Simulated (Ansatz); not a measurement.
MnO2:

```xyz
6
Lattice="2.9042 0.0000 0.0000 0.0000 3.8448 0.0000 0.0000 0.0000 6.1643" Properties=species:S:1:pos:R:3 pbc="T T T"
Mn    1.4521    1.9224    2.1162
Mn    0.0000    0.0000    4.0481
O     1.4521    0.0000    5.1630
O     0.0000    1.9224    1.0013
O     1.4521    0.0000    2.6001
O     0.0000    1.9224    3.5642
```

Measurements of this composition are mostly on another form, of space group No. 136.

Base run:

```yaml
Program: Ansatz 0.2.0
Functional: PBE
Potentials_or_basis: Ansatz PAW
Cutoff: "420 eV (not typed: the program's choice for these potentials)"
k_mesh: 9 × 7 × 5
Occupations: fermi-dirac, width 0.05 eV
Spin: no spin polarisation
```

Its results: band gap on the k mesh none (metal or under the smearing width); pressure -16.1 GPa; largest force 2.858 eV/Å.

Problem. The run is repeated on the same cell with these changes: spin from no spin polarisation to collinear spin, ferromagnetic start. What comes out?

Solution. Band gap on the k mesh none (metal or under the smearing width); pressure -7.2 GPa; net moment 6.00 μB per cell; site moments Mn +2.41; O +0.12, +0.00 μB; largest force 0.796 eV/Å.

Caveats: semilocal functionals often make such compounds metallic where correlation or magnetic order opens a gap, which also shifts bond lengths; forces of over 1 eV/Å show positions far from the minimum, so gaps and moduli don't describe the material at rest (some runs).
